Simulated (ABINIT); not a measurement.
**MgS: single point with PBE**

The system is MgS.

```xyz
2
Lattice="0.0000 2.8331 2.8331 2.8331 0.0000 2.8331 2.8331 2.8331 0.0000" Properties=species:S:1:pos:R:3 pbc="T T T"
S     1.4166    1.4166    1.4166
Mg    0.0000    0.0000    0.0000
```

The cell comes from a database or a generator and needn't be the stable form of this composition.

| Item | Value |
| --- | --- |
| Program | ABINIT 10.8.3 (patched build) |
| Task | single point |
| Functional | PBE |
| Potentials or basis | JTH PAW PBE v2.0 |
| Cutoff | 653 eV |
| k mesh | 8 × 8 × 8 |
| Occupations | fermi-dirac, width 0.05 eV |
| Spin | no spin polarisation |
| Fine-grid cutoff | 1251.72 eV |

The pressure is 1.0 GPa, the band gap on the k mesh is 3.44 eV, direct and the valence electrons inside the program's atomic spheres are S 3.64; Mg 8.23.

Levels at points of the mesh, in eV from the valence-band top:
| k point | band 5 | band 6 | band 7 | band 8 | band 9 | band 10 | band 11 | band 12 |
| --- | --- | --- | --- | --- | --- | --- | --- | --- |
| (0.00, 0.00, 0.00) | -11.26 | 0.00 | 0.00 | 0.00 | 3.44 | 7.92 | 7.92 | 7.92 |
| (0.50, 0.00, 0.00) | -10.58 | -3.11 | -0.32 | -0.32 | 5.10 | 7.62 | 7.62 | 8.60 |
| (0.50, 0.50, 0.00) | -10.36 | -2.80 | -1.02 | -1.02 | 3.89 | 5.64 | 11.15 | 12.30 |

Wall time 19 s on 1 thread of Intel(R) Xeon(R) Platinum 8488C (Sapphire Rapids) (shared host), peak memory 0.11 GiB.

A k mesh can miss the band edges.
